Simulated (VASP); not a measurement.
# Re (Fm-3m) in VASP: single point with r2SCAN

Aim: the single point of Re with r2SCAN.

Program: VASP 6.6.1. These are calculated values, not measurements. Logs are shortened: lines on timing, memory, paths and dates and some standing lists are left out, and cuts for length are marked.

## (1) Starting point

Symmetry: Fm-3m, No. 225, cubic system. Conventional cell: a = 3.881 Å, b = 3.881 Å, c = 3.881 Å, α = 90.00°, β = 90.00°, γ = 90.00°. Re (site symmetry m-3m) is surrounded by 12 Re at 2.74 Å.

This isn't the form of Re at room conditions, which is hcp.

## (2) Single point, r2SCAN

Input file POSCAR:

```
Re
1.0
    0.0000000000      1.9403324167      1.9403324167
    1.9403324167      0.0000000000      1.9403324167
    1.9403324167      1.9403324167      0.0000000000
Re
1
Direct
    0.0000000000      0.0000000000      0.0000000000
```

Input file INCAR.step1:

```
SYSTEM = Re
PREC = Accurate ; ENCUT = 520
ISMEAR = 0 ; SIGMA = 0.1
LREAL = .False. ; LASPH = .True.
NELM = 100 ; NBANDS = 10
GGA = PE ; ALGO = Normal
EDIFF = 1E-4 ; LWAVE = .True.
LCHARG = .False.
```

Input file INCAR.step2:

```
SYSTEM = Re
PREC = Accurate ; ENCUT = 520
EDIFF = 1E-7 ; ISMEAR = 0
SIGMA = 0.1 ; LREAL = .False.
LASPH = .True. ; NELM = 100
ALGO = Normal ; ISIF = 2
LWAVE = .False. ; LCHARG = .False.
METAGGA = R2SCAN ; LMIXTAU = .True.
NBANDS = 10 ; ISTART = 1
```

Input file KPOINTS:

```
Automatic mesh
0
Gamma
  18 18 18
  0 0 0
```

Potentials or basis: VASP PAW PBE potentials, release 64 (Re).

Command:

```
$ cat potpaw_PBE.64/Re/POTCAR > POTCAR
$ cp INCAR.step1 INCAR
$ mpirun -np 1 vasp_std > vasp.out
$ cp INCAR.step2 INCAR
$ mpirun -np 1 vasp_std > vasp.out
```

OUTCAR:

```text
SYSTEM = Re
   PREC = Accurate
   ENCUT = 520
   EDIFF = 1E-7
   ISMEAR = 0
   LREAL = .False.
   LASPH = .True.
   NELM = 100
   ISIF = 2
   METAGGA = R2SCAN
   ISTART = 1

 ion  position               nearest neighbor table
   1  0.000  0.000  0.000-

  LATTYP: Found a face centered cubic cell.
 ALAT       =     3.8806648334

  Lattice vectors:

 A1 = (   0.0000000000,   1.9403324167,   1.9403324167)
 A2 = (   1.9403324167,   0.0000000000,   1.9403324167)
 A3 = (   1.9403324167,   1.9403324167,   0.0000000000)

Analysis of symmetry for initial positions (statically):
=====================================================================
 Subroutine PRICEL returns:
 Original cell was already a primitive cell.

 Routine SETGRP: Setting up the symmetry group for a
 face centered cubic supercell.

 Subroutine GETGRP returns: Found 48 space group operations
 (whereof 48 operations were pure point group operations)
 out of a pool of 48 trial point group operations.

The static configuration has the point symmetry O_h .

Analysis of symmetry for dynamics (positions and initial velocities):
=====================================================================
 Subroutine PRICEL returns:
 Original cell was already a primitive cell.

 Routine SETGRP: Setting up the symmetry group for a
 face centered cubic supercell.

 Subroutine GETGRP returns: Found 48 space group operations
 (whereof 48 operations were pure point group operations)
 out of a pool of 48 trial point group operations.

The dynamic configuration has the point symmetry O_h .

 Subroutine INISYM returns: Found 48 space group operations
 (whereof 48 operations are pure point group operations),
 and found     1 'primitive' translations

----------------------------------------------------------------------------------------

                                     Primitive cell

  volume of cell :      14.6103

  direct lattice vectors                    reciprocal lattice vectors
     0.000000000  1.940332417  1.940332417    -0.257687804  0.257687804  0.257687804
     1.940332417  0.000000000  1.940332417     0.257687804 -0.257687804  0.257687804
     1.940332417  1.940332417  0.000000000     0.257687804  0.257687804 -0.257687804

  length of vectors
     2.744044419  2.744044419  2.744044419     0.446328369  0.446328369  0.446328369

  position of ions in fractional coordinates (direct lattice)
     0.000000000  0.000000000  0.000000000

  ion indices of the primitive-cell ions
   primitive index   ion index
                 1           1

----------------------------------------------------------------------------------------

 KPOINTS: Automatic mesh

Automatic generation of k-mesh.
 Grid dimensions read from file:
 generate k-points for:   18   18   18

 Generating k-lattice:

  Cartesian coordinates                     Fractional coordinates (reciprocal lattice)
    -0.014315989  0.014315989  0.014315989     0.055555556  0.000000000  0.000000000
     0.014315989 -0.014315989  0.014315989     0.000000000  0.055555556  0.000000000
     0.014315989  0.014315989 -0.014315989     0.000000000  0.000000000  0.055555556

  Length of vectors
     0.024796021  0.024796021  0.024796021

  Shift w.r.t. Gamma in fractional coordinates (k-lattice)
     0.000000000  0.000000000  0.000000000

 Subroutine IBZKPT returns following result:
 ===========================================

 Found    195 irreducible k-points:

 Following reciprocal coordinates:
            Coordinates               Weight
  0.000000  0.000000  0.000000      1.000000
  0.055556  0.000000  0.000000      8.000000
  0.111111  0.000000  0.000000      8.000000
  0.166667  0.000000  0.000000      8.000000
  0.222222  0.000000  0.000000      8.000000
  0.277778  0.000000  0.000000      8.000000
[... 16 lines left out ...]
 -0.277778  0.055556  0.000000     24.000000
 -0.222222  0.055556  0.000000     24.000000
 [... further k-points ...]
   k-points           NKPTS =    195   k-points in BZ     NKDIM =    195   number of bands    NBANDS=     10
   number of dos      NEDOS =    301   number of ions     NIONS =      1
   total plane-waves  NPLWV =   8000
   dimension x,y,z NGX =    20 NGY =   20 NGZ =   20
   dimension x,y,z NGXF=    40 NGYF=   40 NGZF=   40
   ions per type =               1
   NGX,Y,Z   is equivalent  to a cutoff of  12.12, 12.12, 12.12 a.u.
   NGXF,Y,Z  is equivalent  to a cutoff of  24.23, 24.23, 24.23 a.u.
 SYSTEM =  Re
   PREC   = accura    normal or accurate (medium, high low for compatibility)
   ISTART =      1    job   : 0-new  1-cont  2-samecut
   ICHARG =      0    charge: 1-file 2-atom 10-const
   ISPIN  =      1    spin polarized calculation?
   LNONCOLLINEAR =      F non collinear calculations
   LSORBIT =      F    spin-orbit coupling
   LASPH  =      T    aspherical Exc in radial PAW
   ENCUT  =  520.0 eV  38.22 Ry    6.18 a.u.   5.10  5.10  5.10*2*pi/ulx,y,z
   NELM   =    100;   NELMIN=  2; NELMDL=  0     # of ELM steps
   EDIFF  = 0.1E-06   stopping-criterion for ELM
   LREAL  =      F    real-space projection
   EDIFFG = 0.1E-05   stopping-criterion for IOM
   NSW    =      0    number of steps for IOM
   IBRION =     -1    ionic relax: 0-MD 1-quasi-New 2-CG
   NFREE  =      0    steps in history (QN), initial steepest desc. (CG)
   ISIF   =      2    stress and relaxation
   ISYM   =      2    0-nonsym 1-usesym 2-fastsym
   POTIM  = 0.5000    time-step for ionic-motion
   TEBEG  =    0.0;   TEEND  =   0.0 temperature during run
   PSTRESS=    0.0 pullay stress
   NELECT =       7.0000    total number of electrons
   NUPDOWN=      -1.0000    fix difference up-down
   EMIN   =  10.00;   EMAX   =-10.00  energy-range for DOS
   EFERMI =   0.00;   METHOD = LEGACY
   ISMEAR =     0;   SIGMA  =   0.10  broadening in eV -4-tet -1-fermi 0-gaus
   EFERMI_NEDOS =   21; number of points for ismear=-14 and -15
   IALGO  =     38    algorithm
   IMIX   =      4    mixing-type and parameters
     AMIX     =   0.40;   BMIX     =  1.00
     AMIX_MAG =   1.60;   BMIX_MAG =  1.00
  volume/ion in A,a.u.               =      14.61        98.60
  Fermi-wavevector in a.u.,A,eV,Ry     =   1.281016  2.420770 22.327203  1.641003
  Thomas-Fermi vector in A             =   2.413411
   LORBIT       =      0    0 simple, 1 ext, 2 COOP (PROOUT), +10 PAW based schemes
   METAGGA = R2SCAN    functional components
   LHFCALC =     F    Hartree Fock is set to
   AEXX    =    0.0000 exact exchange contribution
   IVDW    =     0    specifies the selected vdW correction
   LEPSILON=     F    determine dielectric tensor
   LRPA    =     F    only Hartree local field effects (RPA)
 non-spin polarized calculation
 Gauss-broadening in eV      SIGMA  =   0.10
  energy-cutoff  :      520.00
  volume of cell :       14.61
 maximum number of plane-waves:       411
   NGX = 11   NGY = 11   NGZ = 11

 number of electron       7.0000001 magnetization

 Free energy of the ion-electron system (eV)
  ---------------------------------------------------
  ext. energy  EPLUGINS =         0.00000000
  ---------------------------------------------------
  free energy    TOTEN  =       -52.39043357 eV

  energy without entropy =      -52.38632552  energy(sigma->0) =      -52.38837955

 E-fermi :   8.0668     XC(G=0): -15.0385

 val. band max:        8.0581954681   @ k =  -0.3889   0.2778   0.0556
 cond. band min:       8.0799548065   @ k =   0.4444   0.3889   0.0556
 fundamental gap:      0.0217593384
 Fermi energy:         8.0667975244

 k-point     1 :       0.0000    0.0000    0.0000
  band No.  band energies     occupation
      1      -2.6252      2.00000
      2       6.0230      2.00000
      3       6.0230      2.00000
      4       6.0230      2.00000
      5       9.4652      0.00000
      6       9.4652      0.00000
      7      22.5873      0.00000
      8      28.7354      0.00000
      9      28.7354      0.00000
     10      28.7354      0.00000

 k-point     2 :       0.0556    0.0000    0.0000
  band No.  band energies     occupation
      1      -2.4732      2.00000
      2       5.9163      2.00000
      3       6.0947      2.00000
      4       6.0947      2.00000
      5       9.4065      0.00000
      6       9.4065      0.00000
      7      22.8852      0.00000
      8      27.9114      0.00000
      9      29.0115      0.00000
     10      29.0115      0.00000

 k-point     3 :       0.1111    0.0000    0.0000
  band No.  band energies     occupation
      1      -2.0337      2.00000
      2       5.6414      2.00000
      3       6.2824      2.00000
      4       6.2824      2.00000
      5       9.2743      0.00000
      6       9.2743      0.00000
      7      23.6934      0.00000
      8      26.4418      0.00000
      9      29.8136      0.00000
     10      29.8136      0.00000

 k-point     4 :       0.1667    0.0000    0.0000
  band No.  band energies     occupation
      1      -1.3627      2.00000
      2       5.3177      2.00000
      3       6.4930      2.00000
      4       6.4930      2.00000
      5       9.2013      0.00000
      6       9.2013      0.00000
      7      24.3285      0.00000
      8      25.5118      0.00000
      9      31.0717      0.00000
     10      31.0717      0.00000
[... 222 lines left out ...]
 k-point    22 :      -0.3333    0.0556    0.0000
  band No.  band energies     occupation
      1       0.8091      2.00000
      2       5.9588      2.00000
      3       6.0872      2.00000
      4       6.2731      2.00000
      5      10.3711      0.00000
      6      11.4795      0.00000
      7      20.8508      0.00000
      8      24.5807      0.00000
      9      30.7965      0.00000
     10      32.9154      0.00000

 k-point    23 :      -0.2778    0.0556    0.0000
  band No.  band energies     occupation
      1       0.4604      2.00000
      2       5.2340      2.00000
      3       6.3345      2.00000
      4       6.5034      2.00000
      5       9.5772      0.00000
      6      10.7361      0.00000
      7      21.9626      0.00000
      8      26.1398      0.00000
      9      32.0431      0.00000
     10      33.1675      0.00000

 k-point    24 :      -0.2222    0.0556    0.0000
  band No.  band energies     occupation
      1      -0.1887      2.00000
      2       4.9819      2.00000
      3       6.5327      2.00000
      4       6.6746      2.00000
      5       8.9789      0.00000
      6      10.0804      0.00000
      7      23.1102      0.00000
      8      26.6644      0.00000
      9      31.8275      0.00000
     10      33.1786      0.00000

 [... further k-points ...]

------------------------ aborting loop because EDIFF is reached ----------------------------------------

  FORCE on cell =-STRESS in cart. coord.  units (eV):
  Direction    XX          YY          ZZ          XY          YZ          ZX
  --------------------------------------------------------------------------------------
  -------------------------------------------------------------------------------------
  Total        0.3583396      0.3583396      0.3583396      0.0000000      0.0000000      0.0000000
  in kB       39.2958776     39.2958776     39.2958776      0.0000000      0.0000000      0.0000000
  external PRESSURE =      39.2958776 kB  Pullay stress =       0.0000000 kB

 VOLUME and BASIS-vectors are now :
 -----------------------------------------------------------------------------
  energy-cutoff  :      520.00
  volume of cell :       14.61
      direct lattice vectors                 reciprocal lattice vectors
     0.000000000  1.940332417  1.940332417    -0.257687804  0.257687804  0.257687804
     1.940332417  0.000000000  1.940332417     0.257687804 -0.257687804  0.257687804
     1.940332417  1.940332417  0.000000000     0.257687804  0.257687804 -0.257687804

 POSITION                                       TOTAL-FORCE (eV/Angst)
 -----------------------------------------------------------------------------------
      0.00000      0.00000      0.00000         0.000000     -0.000000     -0.000000
 -----------------------------------------------------------------------------------
    total drift:                               -0.000000     -0.000000     -0.000000

  FREE ENERGIE OF THE ION-ELECTRON SYSTEM (eV)
  ---------------------------------------------------
  free  energy   TOTEN  =       -52.3904335688 eV

  energy  without entropy=      -52.3863255232  energy(sigma->0) =      -52.38837955
```

Run time: 67 s. Hardware: 1 thread of AMD EPYC 9R45 (Zen 5), shared host; peak memory 0.12 GiB.

Results:

```
Free energy            : -52.3904 eV
Pressure               : 3.9 GPa
Band gap on the k mesh : none (metal or under the smearing width)
```

Levels at points of the mesh, in eV from the Fermi level:
```csv
k point,band 1,band 2,band 3,band 4,band 5,band 6,band 7,band 8,band 9
"(0.00, 0.00, 0.00)",-10.69,-2.04,-2.04,-2.04,1.40,1.40,14.52,20.67,20.67
"(0.50, 0.00, 0.00)",-7.28,-2.21,-2.21,0.12,4.00,4.00,10.59,14.02,21.23
"(0.50, 0.50, 0.00)",-7.19,-6.35,2.87,4.01,4.74,4.74,12.97,12.97,13.93
```

Caveat: the PAW data sets were made with another functional, which shifts forces and pressure a little. Spin-orbit coupling is left out, which matters for the levels of Re.
